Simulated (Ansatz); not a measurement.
# Hafnium, simple cubic: HSE06 at the PBE geometry

How do the levels change when part of the exchange is made exact, and what does it cost? Spin polarisation is left out. The geometry was relaxed under PBE beforehand and is kept. Exact exchange is dear, so the k-mesh is coarse, and PBE is run on the same mesh for comparison.

Computed with Ansatz 0.2.0 (DFT, plane waves (420 eV) with PBE-made PAW files, scalar-relativistic; functionals as named at each step, unless a step says otherwise).

**1. The structure to begin with**

Symmetry: Pm-3m, No. 221, cubic system. The conventional cell has a = 2.917 Å, b = 2.917 Å, c = 2.917 Å, α = 90.00°, β = 90.00°, γ = 90.00°. Around Hf (site symmetry m-3m) lie 6 Hf at 2.92 Å.

Coordinates:

```
Hf
1.0
     2.91739    0.00000    0.00000
     0.00000    2.91739    0.00000
     0.00000    0.00000    2.91739
Hf
1
Direct
  0.00000 0.00000 0.00000
```

**2. PBE on the coarse mesh**

The run with PBE.

Contents of input.yaml:

```yaml
crystal:
  lattice:
    - [2.9173859248, 0.0, 0.0]
    - [0.0, 2.9173859248, 0.0]
    - [0.0, 0.0, 2.9173859248]
  atoms:
    - { symbol: Hf, position: [0.0, 0.0, 0.0] }
hamiltonian:
  xc: pbe
  pseudopotentials:
    kind: paw
    azcp:
      Hf: "pseudopotentials/Hf.paw.azcp"
basis:
  ecutwfc: 420
  fft_grid_basis: typed
kpoints:
  mp_grid: { grid: [6, 6, 6], shift: [0, 0, 0] }
magnetization:
  spin_polarized: false
scf:
  occupations: { method: fermi_dirac, width: 0.1 }
```

The run is started by

```
ansatz run input.yaml --threads 4 --pin off --max-ram 8192MiB --backend cpu --events-out ev --progress --plain --runs-dir out
```

**3. HSE06 on the coarse mesh**

The run with HSE06.

Changes to input.yaml since step 2:

```diff
@@ -8,3 +8,3 @@
 hamiltonian:
-  xc: pbe
+  xc: hse06
   pseudopotentials:
```

(Steps that only read results are left out.)

What does the calculation give? Wanted: PBE: gap; HSE06: gap; HSE06: relative to hcp.

As calculated:

| quantity | value |
| --- | --- |
| PBE: gap | none (levels filled in part) |
| HSE06: gap | none (levels filled in part) |
| HSE06: SCF cycles, exchange loops | 17, 2 |
| HSE06: CPU time over that of PBE | 22 |
| HSE06: relative to hcp | +1349 meV/atom |

What this shows: Neither PBE nor HSE06 shows a clean gap on this mesh. HSE06 cost 22 times the CPU time of PBE. HSE06 needed 2 outer loops of the exchange operator. To compare with dense-mesh energies, the change of PBE from this mesh and smearing to its dense run (-52.5 meV/atom, from a run not shown) is added. Under HSE06 it lies 1349 meV/atom above hcp (computed apart in the same way); on such meshes a few tens of meV are uncertain for metals. The total energies in the logs cannot be compared from one functional to another.
